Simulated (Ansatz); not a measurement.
Crystal: WS2 (Tungstenite).

```
W S
1.0
     3.18000    0.00000    0.00000
    -1.59000    2.75396    0.00000
     0.00000    0.00000   12.50000
W S
2 4
Direct
  0.66667 0.33333 0.75000
  0.33333 0.66667 0.25000
  0.66667 0.33333 0.37500
  0.33333 0.66667 0.87500
  0.66667 0.33333 0.12500
  0.33333 0.66667 0.62500
```

Base run:

| Property | Result |
| --- | --- |
| Program | Ansatz 0.2.0 |
| Functional | PBE |
| Potentials or basis | Ansatz PAW |
| Cutoff | 420 eV (not typed: the program's choice for these potentials) |
| k mesh | 17 × 17 × 4 |
| Occupations | fermi-dirac, width 0.05 eV |
| Spin | no spin polarisation |

Its results: band gap on the k mesh 1.04 eV, indirect (least direct gap 1.85 eV); pressure 2.3 GPa; largest force 0.129 eV/Å.

The run is repeated on the same cell with these changes: functional from PBE to BLYP; k mesh from 17 × 17 × 4 to 10 × 10 × 3. What comes out?

Band gap on the k mesh 1.13 eV, indirect (least direct gap 2.08 eV); pressure 9.5 GPa; largest force 0.527 eV/Å.

Several settings changed at once, so the effect can't be laid on one alone.

Caveats: spin-orbit coupling is left out, which moves the levels of the heavy elements; this functional lacks dispersion, which binds the layers, so the pressure and a relaxed spacing across them are unreliable; odd divisions of the mesh miss points on the zone boundary, where band edges often lie, so the gap on the mesh can be too wide (some runs); the k mesh misses the band edges, so the gap on the mesh is wider than the one along the path (some runs); the PAW data sets come from PBE, with cores solved anew for the run's functional, which leaves a small shift of forces and pressure (some runs).
